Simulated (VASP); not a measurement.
Level of theory: LDA (Ceperley-Alder, Perdew-Zunger), VASP's LDA PAW potentials (set 64) (plane waves; VASP).

VASP ran on this input.

POSCAR:
```
BeO
1
    1.3334636296    -2.3096271512     0.0000000000
    1.3334636296     2.3096271512     0.0000000000
    0.0000000000     0.0000000000     4.3298637381
Be O
2 2
Direct
  0.6666670000   0.3333330000   0.5000607710
  0.3333330000   0.6666670000   0.0000607710
  0.6666670000   0.3333330000   0.8779392290
  0.3333330000   0.6666670000   0.3779392290
```

**KPOINTS**
```
k-points along high-symmetry lines
10
Line-mode
Reciprocal
  0.000000   0.000000   0.000000 ! GAMMA
 -0.000000   0.500000   0.000000 ! M

 -0.000000   0.500000   0.000000 ! M
 -0.333333   0.666667   0.000000 ! K

 -0.333333   0.666667   0.000000 ! K
  0.000000   0.000000   0.000000 ! GAMMA

  0.000000   0.000000   0.000000 ! GAMMA
  0.000000   0.000000   0.500000 ! A

  0.000000   0.000000   0.500000 ! A
 -0.000000   0.500000   0.500000 ! L

 -0.000000   0.500000   0.500000 ! L
 -0.333333   0.666667   0.500000 ! H

 -0.333333   0.666667   0.500000 ! H
  0.000000   0.000000   0.500000 ! A

 -0.000000   0.500000   0.500000 ! L
 -0.000000   0.500000   0.000000 ! M

 -0.333333   0.666667   0.500000 ! H
 -0.333333   0.666667   0.000000 ! K
```

### INCAR
```
SYSTEM = BeO
ALGO = Normal   # blocked Davidson
LCHARG = .FALSE.
EDIFF = 1E-7   # SCF stop (eV)
PREC = Accurate
ISMEAR = 0   # Gaussian
LWAVE = .FALSE.
LREAL = .FALSE.
ICHARG = 11   # fixed density
LASPH = .TRUE.   # aspherical one-centre terms
ENCUT = 520   # plane-wave cut-off (eV)
SIGMA = 0.05   # width (eV)
NELM = 100   # most electronic steps
LORBIT = 11   # lm-projected
```

POTCAR, in this order: Be O (LDA.64 set). Program: vasp_std. Read from the step before: CHGCAR.

The run wrote:

File OSZICAR:
```
       N       E                     dE             d eps       ncg     rms          rms(c)
DAV:   1     0.539102720010E+02    0.53910E+02   -0.87495E+03  2168   0.127E+03
DAV:   2    -0.279994905307E+02   -0.81910E+02   -0.75466E+02  2740   0.252E+02
DAV:   3    -0.306126673760E+02   -0.26132E+01   -0.25988E+01  2816   0.473E+01
DAV:   4    -0.306258448787E+02   -0.13178E-01   -0.13171E-01  2572   0.361E+00
DAV:   5    -0.306259404976E+02   -0.95619E-04   -0.95593E-04  2684   0.289E-01
DAV:   6    -0.306259417714E+02   -0.12739E-05   -0.12738E-05  2592   0.277E-02
DAV:   7    -0.306259417942E+02   -0.22770E-07   -0.22734E-07  2252   0.333E-03
   1 F= -.30625942E+02 E0= -.30625942E+02  d E =-.159908E-13
```

### OUTCAR
```
 val. band max:        3.6188885693   @ k =   0.0000   0.0000   0.0000

 cond. band min:      11.5383481130   @ k =  -0.0000   0.0000   0.0000



 k-point     1 :       0.0000    0.0000    0.0000
  band No.  band energies     occupation
      1     -15.0683      2.00000
      2     -13.0885      2.00000
      3      -2.9429      2.00000
      4       2.5460      2.00000
      5       2.5461      2.00000
      6       3.5780      2.00000
      7       3.5780      2.00000
      8       3.6189      2.00000
      9      11.5383      0.00000
     10      15.4396      0.00000
     11      17.8206      0.00000
     12      17.8217      0.00000

 k-point     2 :       0.0000    0.0556    0.0000
  band No.  band energies     occupation
      1     -15.0290      2.00000
      2     -13.0666      2.00000
      3      -2.8967      2.00000
      4       2.3866      2.00000
      5       2.4758      2.00000
      6       3.4016      2.00000
      7       3.5542      2.00000
      8       3.5899      2.00000
      9      11.6608      0.00000
     10      15.5684      0.00000
     11      17.8251      0.00000
     12      17.9181      0.00000

 k-point     3 :       0.0000    0.1111    0.0000
  band No.  band energies     occupation
      1     -14.9128      2.00000
      2     -13.0036      2.00000
      3      -2.7599      2.00000
      4       1.9339      2.00000
      5       2.2842      2.00000
      6       2.9343      2.00000
      7       3.4802      2.00000
      8       3.5014      2.00000
      9      11.9794      0.00000
     10      15.8910      0.00000
     11      17.7267      0.00000
     12      18.0582      0.00000

 k-point     4 :       0.0000    0.1667    0.0000
  band No.  band energies     occupation
      1     -14.7248      2.00000
      2     -12.9080      2.00000
      3      -2.5393      2.00000
      4       1.2653      2.00000
      5       2.0151      2.00000
      6       2.2989      2.00000
      7       3.3513      2.00000
...
```

The density is held fixed in this step, so its total energy and stress have no physical meaning.

The compound is BeO in the wurtzite structure. It was relaxed first.
